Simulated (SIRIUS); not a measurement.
# HfC (P6_3/mmc) in SIRIUS: reference runs

Reference runs on HfC: the cell as given and a disturbed copy.

Program: SIRIUS 7.10.0. These are calculated values, not measurements. Logs are shortened: lines on timing, memory, paths and dates and some standing lists are left out, and cuts for length are marked. The log counts tension as positive stress, the text compression.

## 1. The structure

It takes space group P6_3/mmc (No. 194, hexagonal). Conventional cell: a = 3.343 Å, b = 3.343 Å, c = 5.203 Å, α = 90.00°, β = 90.00°, γ = 120.00°. Hf (site symmetry -6m2) is surrounded by 6 C at 2.33 Å. Around C (site symmetry -3m) lie 6 Hf at 2.33 Å and 2 C at 2.60 Å.

The cell comes from a database or a generator and needn't be the stable form of this composition.

## 2. Single point, PBE

Contents of sirius.json:

```json
{
  "control": {
    "processing_unit": "cpu",
    "verbosity": 2,
    "num_bands_to_print": 25,
    "print_forces": true,
    "print_stress": true
  },
  "parameters": {
    "electronic_structure_method": "pseudopotential",
    "xc_functionals": ["XC_GGA_X_PBE", "XC_GGA_C_PBE"],
    "gk_cutoff": 9.1,
    "pw_cutoff": 18.2,
    "ngridk": [9, 9, 5],
    "shiftk": [0, 0, 0],
    "smearing": "fermi_dirac",
    "smearing_width": 0.0018374661,
    "num_bands": 25,
    "num_mag_dims": 0,
    "num_dft_iter": 100,
    "energy_tol": 1e-08,
    "density_tol": 1e-06
  },
  "iterative_solver": {
    "type": "davidson",
    "min_tolerance": 1e-09,
    "tolerance_scale": [0.1, 0.25]
  },
  "mixer": {
    "type": "anderson",
    "beta": 0.7,
    "max_history": 8
  },
  "settings": {
    "tol_ne": 1e-10,
    "pseudo_grid_cutoff": 6.5
  },
  "unit_cell": {
    "lattice_vectors": [
      [1.0, 0.0, 0.0],
      [-0.499999999985, 0.866025403775, 0.0],
      [0.0, 0.0, 1.556363287478]
    ],
    "lattice_vectors_scale": 6.3171013117,
    "atom_coordinate_units": "lattice",
    "atom_types": ["Hf", "C"],
    "atom_files": {
      "C": "C.json",
      "Hf": "Hf.json"
    },
    "atoms": {
      "Hf": [
        [0.3333333333, 0.6666666667, 0.25],
        [0.6666666667, 0.3333333333, 0.75]
      ],
      "C": [
        [0.0, 0.0, 0.5],
        [0.0, 0.0, 0.0]
      ]
    }
  }
}
```

Potentials or basis: PseudoDojo 0.4.1 PBE standard (scalar relativistic).

Run with:

```console
> upf_to_json C.upf
> upf_to_json Hf.upf
> OMP_NUM_THREADS=1 sirius.scf --input=sirius.json --output=out.json --task=0
```

What it wrote:

```text
[info] SIRIUS version : 7.10.0
[info] number of MPI ranks           : 1
[info] MPI grid                      : 1 1
[info] maximum number of OMP threads : 1
[fft] FFT context for density and potential
[fft] =====================================
[fft]   comm size                             : 1
[fft]   plane wave cutoff                     : 18.2
[fft]   grid size                             : 40 40 60   total : 96000
[fft]   grid limits                           : -19 20   -19 20   -29 30
[fft]   number of G-vectors within the cutoff : 17291
[fft]   local number of G-vectors             : 17291
[fft]   number of G-shells                    : 1777
[fft] FFT context for coarse grid
[fft] =====================================
[fft]   comm size                             : 1
[fft]   plane wave cutoff                     : 18.2
[fft]   grid size                             : 40 40 60   total : 96000
[fft]   grid limits                           : -19 20   -19 20   -29 30
[fft]   number of G-vectors within the cutoff : 17291
[fft]   local number of G-vectors             : 17291
[fft]   number of G-shells                    : 1777
[unit cell] lattice vectors
[unit cell]   a1 :       6.3171013117      0.0000000000      0.0000000000
[unit cell]   a2 :      -3.1585506558      5.4707702142      0.0000000000
[unit cell]   a3 :       0.0000000000      0.0000000000      9.8317045648
[unit cell] reciprocal lattice vectors
[unit cell]   b1 :       0.9946310811      0.5742505224     -0.0000000000
[unit cell]   b2 :       0.0000000000      1.1485010449      0.0000000000
[unit cell]   b3 :       0.0000000000     -0.0000000000      0.6390738519
[unit cell] unit cell volume :       339.77790606 [a.u.^3]
[unit cell] 1/sqrt(omega)    :         0.05425034
[unit cell] MT volume        :         0.00000000 ( 0.00%)
[unit cell] IT volume        :       339.77790606 (100.00%)
[unit cell] number of atom types : 2
[unit cell] type id : 0 symbol : Hf mt_radius :  16.550000 num_atoms : 2
[unit cell] type id : 1 symbol :  C mt_radius :  12.470000 num_atoms : 2
[unit cell] total number of atoms : 4
[unit cell] number of symmetry classes : 2
[unit cell] number of PAW atoms : 0
[unit cell] atom id  type id  class id             position                      vector_field
[unit cell] ------------------------------------------------------------------------------------------
[unit cell]      0        0        0      0.33333   0.66667   0.25000      0.00000   0.00000   0.00000
[unit cell]      1        0        0      0.66667   0.33333   0.75000      0.00000   0.00000   0.00000
[unit cell]      2        1        1      0.00000   0.00000   0.50000      0.00000   0.00000   0.00000
[unit cell]      3        1        1      0.00000   0.00000   0.00000      0.00000   0.00000   0.00000
[unit cell] atom id         position (Cartesian, a.u.)
[unit cell] ---------------------------------------------
[unit cell]      0      -0.000000    3.647180    2.457926
[unit cell]      1       3.158551    1.823590    7.373778
[unit cell]      2       0.000000    0.000000    4.915852
[unit cell]      3       0.000000    0.000000    0.000000
[unit cell] class id : 0 atom id : 0 1
[unit cell] class id : 1 atom id : 2 3
[unit cell] minimum bond length:     4.398105
[unit cell] total number of pseudo wave-functions: 28
[sym] space group number   : 194
[sym] international symbol : P6_3/mmc
[sym] Hall symbol          : -P 6c 2c
[sym] space group transformation matrix :
[sym]   1.0000  0.0000  0.0000
[... 326 lines left out ...]
[diagonalize] ik:    4   -1.674372   -1.673704   -0.537807   -0.531941   -0.529973   -0.526027   -0.520151   -0.518753    0.189550    0.230196    0.350303    0.431052    0.456567    0.462949    0.518645    0.538111    0.635591    0.738343    0.751873    0.759334    0.774219    0.785970    0.795309    0.826348    0.865393
[diagonalize] ...
[diagonalize] ik:   31   -1.674199   -1.673960   -0.537864   -0.536115   -0.525545   -0.523374   -0.521206   -0.518749    0.194770    0.208395    0.405997    0.430778    0.457687    0.481346    0.496762    0.511962    0.609751    0.644422    0.748374    0.755379    0.772982    0.790913    0.841119    0.856418    0.868910
[diagonalize] ik:   32   -1.674072   -1.673909   -0.539268   -0.537431   -0.526217   -0.523715   -0.520938   -0.518885    0.201385    0.210203    0.400634    0.424366    0.457348    0.484312    0.492995    0.511541    0.620450    0.650612    0.746909    0.762160    0.781015    0.781732    0.857595    0.863847    0.890252
[diagonalize] ik:   33   -1.674221   -1.673970   -0.536094   -0.535241   -0.526688   -0.525249   -0.520731   -0.518300    0.194371    0.209452    0.405035    0.426640    0.461811    0.477453    0.496353    0.521145    0.599683    0.645429    0.753581    0.758056    0.780277    0.787556    0.835630    0.838623    0.874424
[diagonalize] ik:   34   -1.674023   -1.673896   -0.537032   -0.535896   -0.529568   -0.527199   -0.519852   -0.518403    0.205393    0.214131    0.394953    0.409678    0.465401    0.484153    0.494346    0.518463    0.620435    0.654751    0.724328    0.748558    0.801161    0.811701    0.847482    0.860845    0.873432
[diagonalize] ik:   35   -1.673913   -1.673913   -0.534827   -0.534827   -0.532951   -0.529754   -0.518816   -0.518816    0.210084    0.217013    0.394646    0.394646    0.470243    0.489765    0.489765    0.521085    0.647905    0.647905    0.712451    0.712451    0.833150    0.842786    0.847512    0.847512    0.879562
[find] Charges and magnetic moments
[find] --------------------------------------------------------------------------------
[find] total charge          : 32.000000
[find] Energy
[find] --------------------------------------------------------------------------------
[find] valence_eval_sum               :      -6.61713489
[find] <rho|V^{XC}>                   :     -23.02645268
[find] <rho|E^{XC}>                   :     -32.86018378
[find] <mag|B^{XC}>                   :       0.00000000
[find] <rho|V^{H}>                    :      26.60070962
[find] one-electron contribution      :     -10.19139183 (Ha),     -20.38278367 (Ry)
[find] hartree contribution           :      13.30035481
[find] xc contribution                :     -32.86018378
[find] ewald contribution             :     -95.23007510
[find] PAW contribution               :       0.00000000
[find] smearing (-TS)                 :      -0.00016644
[find] SCF correction                 :       0.00000284
[find] Total energy                   :    -124.98129306 (Ha),    -249.96258612 (Ry)
[find] Free energy (E-TS)             :    -124.98145950 (Ha),    -249.96291900 (Ry)
[find] band gap (eV)                  :       0.00000000
[find] Efermi                         :       0.58194339
[find] iteration : 14, RMS : 2.397880113724e-07, energy difference : 4.729798774861e-09
[find] Hartree energy of density residual : 3.147517487330e-11
[find] bands are converged : true
[find] iterative solver converged : true
[find] converged after 15 SCF iterations!
[find] Charges and magnetic moments
[find] --------------------------------------------------------------------------------
[find] total charge          : 32.000000
[find] Energy
[find] --------------------------------------------------------------------------------
[find] valence_eval_sum               :      -6.61713489
[find] <rho|V^{XC}>                   :     -23.02645268
[find] <rho|E^{XC}>                   :     -32.86018378
[find] <mag|B^{XC}>                   :       0.00000000
[find] <rho|V^{H}>                    :      26.60070962
[find] one-electron contribution      :     -10.19139183 (Ha),     -20.38278367 (Ry)
[find] hartree contribution           :      13.30035481
[find] xc contribution                :     -32.86018378
[find] ewald contribution             :     -95.23007510
[find] PAW contribution               :       0.00000000
[find] smearing (-TS)                 :      -0.00016644
[find] SCF correction                 :       0.00000284
[find] Total energy                   :    -124.98129306 (Ha),    -249.96258612 (Ry)
[find] Free energy (E-TS)             :    -124.98145950 (Ha),    -249.96291900 (Ry)
[find] band gap (eV)                  :       0.00000000
[find] Efermi                         :       0.58194339
[ground_state] === stress tensor components [kbar] ===
[ground_state] === stress_kin ===
[ground_state] -21451.298835    0.000000   -0.000000
[ground_state]     0.000000-21451.298836   -0.000000
[ground_state]    -0.000000   -0.000000-21212.537850
[ground_state] === stress_har ===
[ground_state] -3721.016583    0.000000    0.000000
[ground_state]     0.000000-3721.016583    0.000000
[ground_state]     0.000000    0.000000-4074.604326
[ground_state] === stress_ewald ===
[ground_state] 27657.919569   -0.000000    0.000000
[ground_state]    -0.00000027657.919570   -0.000000
[ground_state]     0.000000   -0.00000027142.882357
[ground_state] === stress_vloc ===
[ground_state]  -776.700475    0.000000   -0.000000
[ground_state]     0.000000 -776.700475   -0.000000
[ground_state]    -0.000000   -0.000000  -93.140607
[ground_state] === stress_xc ===
[ground_state] -8239.637570    0.000000    0.000000
[ground_state]     0.000000-8239.637570   -0.000000
[ground_state]     0.000000   -0.000000-8236.740673
[ground_state] === stress_core ===
[ground_state] 14597.758481   -0.000000   -0.000000
[ground_state]    -0.00000014597.758481    0.000000
[ground_state]    -0.000000    0.00000014589.175698
[ground_state] === stress_nonloc ===
[ground_state] -8047.181883    0.000000   -0.000000
[ground_state]     0.000000-8047.181883    0.000000
[ground_state]    -0.000000    0.000000-8138.478499
[ground_state] === stress_us_nl ===
[ground_state] -8047.181883    0.000000   -0.000000
[ground_state]     0.000000-8047.181883    0.000000
[ground_state]    -0.000000    0.000000-8138.478499
[ground_state] === stress_total ===
[ground_state]    19.842704   -0.000000   -0.000000
[ground_state]    -0.000000   19.842704   -0.000000
[ground_state]    -0.000000   -0.000000  -23.443900
[ground_state] ==== total Forces in Ha/bohr =====
[ground_state] atom:    0, force:       0.0000000      0.0000000      0.0000000
[ground_state] atom:    1, force:       0.0000000     -0.0000000      0.0000000
[ground_state] atom:    2, force:       0.0000000      0.0000000      0.0000000
[ground_state] atom:    3, force:       0.0000000      0.0000000      0.0000000
[ground_state] ==== ultrasoft contribution from Qij =====
[ground_state] atom:    0, force:       0.0000000      0.0000000      0.0000000
[ground_state] atom:    1, force:       0.0000000      0.0000000      0.0000000
[ground_state] atom:    2, force:       0.0000000      0.0000000      0.0000000
[ground_state] atom:    3, force:       0.0000000      0.0000000      0.0000000
[ground_state] ==== non-local contribution from Beta-projector =====
[ground_state] atom:    0, force:       0.0000000      0.0000000      0.0000000
[ground_state] atom:    1, force:       0.0000000     -0.0000000      0.0000000
[ground_state] atom:    2, force:       0.0000000      0.0000000      0.0000000
[ground_state] atom:    3, force:       0.0000000      0.0000000      0.0000000
[ground_state] ==== contribution from local potential =====
[ground_state] atom:    0, force:       0.0000000     -0.0000000      0.0000000
[ground_state] atom:    1, force:       0.0000000      0.0000000      0.0000000
[ground_state] atom:    2, force:       0.0000000      0.0000000      0.0000000
[ground_state] atom:    3, force:       0.0000000      0.0000000      0.0000000
[ground_state] ==== contribution from core density =====
[ground_state] atom:    0, force:      -0.0000000     -0.0000000     -0.0000000
[ground_state] atom:    1, force:      -0.0000000      0.0000000      0.0000000
[ground_state] atom:    2, force:       0.0000000      0.0000000      0.0000000
[ground_state] atom:    3, force:       0.0000000      0.0000000      0.0000000
[ground_state] ==== Ewald forces from ions =====
[ground_state] atom:    0, force:       0.0000000      0.0000000      0.0000000
[ground_state] atom:    1, force:      -0.0000000     -0.0000000      0.0000000
[ground_state] atom:    2, force:       0.0000000      0.0000000      0.0000000
[ground_state] atom:    3, force:       0.0000000      0.0000000      0.0000000
[~DFT_ground_state] local op. applied: 32581
[~DFT_ground_state] evp. work count: 5571.01
[~DFT_ground_state] number of iterative solver steps: 1777
```

Run time: 1.8 min. Hardware: 1 thread of Arm Neoverse V2, shared host; peak memory 0.63 GiB.

Results:

```
Free energy            : -3400.9188 eV
Pressure               : -0.5 GPa
Band gap on the k mesh : none (metal or under the smearing width)
```

Stress tensor (GPa, compression positive):
```
-1.98  0.00  0.00
 0.00 -1.98  0.00
 0.00  0.00  2.34
```

Spin-orbit coupling is left out, which matters for the levels of Hf.

## 3. Single point, PBE (atoms moved at random, drawn with an rms of 0.05 Å)

sirius.json, as its differences from that of step 2:

```diff
@@ -39,7 +39,6 @@
     "lattice_vectors": [
-      [1.0, 0.0, 0.0],
-      [-0.499999999985, 0.866025403775, 0.0],
-      [0.0, 0.0, 1.556363287478]
+      [6.317101311668, 0.0, 0.0],
+      [-3.158550655739, 5.470770214121, 0.0],
+      [0.0, 0.0, 9.831704564756]
     ],
-    "lattice_vectors_scale": 6.3171013117,
     "atom_coordinate_units": "lattice",
@@ -52,8 +51,8 @@
       "Hf": [
-        [0.3333333333, 0.6666666667, 0.25],
-        [0.6666666667, 0.3333333333, 0.75]
+        [0.338784, 0.666551, 0.256221],
+        [0.676648, 0.342441, 0.74911]
       ],
       "C": [
-        [0.0, 0.0, 0.5],
-        [0.0, 0.0, 0.0]
+        [0.009691, 0.006772, 0.49964],
+        [0.001289, -0.005217, 0.003064]
       ]
```

Potentials or basis: PseudoDojo 0.4.1 PBE standard (scalar relativistic).

Run with:

```console
> upf_to_json C.upf
> upf_to_json Hf.upf
> OMP_NUM_THREADS=1 sirius.scf --input=sirius.json --output=out.json --task=0
```

Run time: 9.9 min. Hardware: 1 thread of Arm Neoverse V2, shared host; peak memory 2.5 GiB.

The run converged. Its results:

| Quantity | Value |
| --- | --- |
| Free energy | -3400.8990 eV |
| Pressure | -0.4 GPa |
| Largest force | 0.664 eV/Å |
| Band gap on the k mesh | none (metal or under the smearing width) |

Forces in eV/Å, atoms in the order of the input:
```
Hf  -0.020  0.045 -0.637
Hf  -0.013 -0.359  0.558
C   -0.018  0.001  0.177
C    0.051  0.314 -0.098
```

Stress tensor (GPa, compression positive):
```
-1.77  0.00 -0.01
 0.00 -1.83 -0.10
-0.01 -0.10  2.42
```

Spin-orbit coupling is left out, which matters for the levels of Hf.
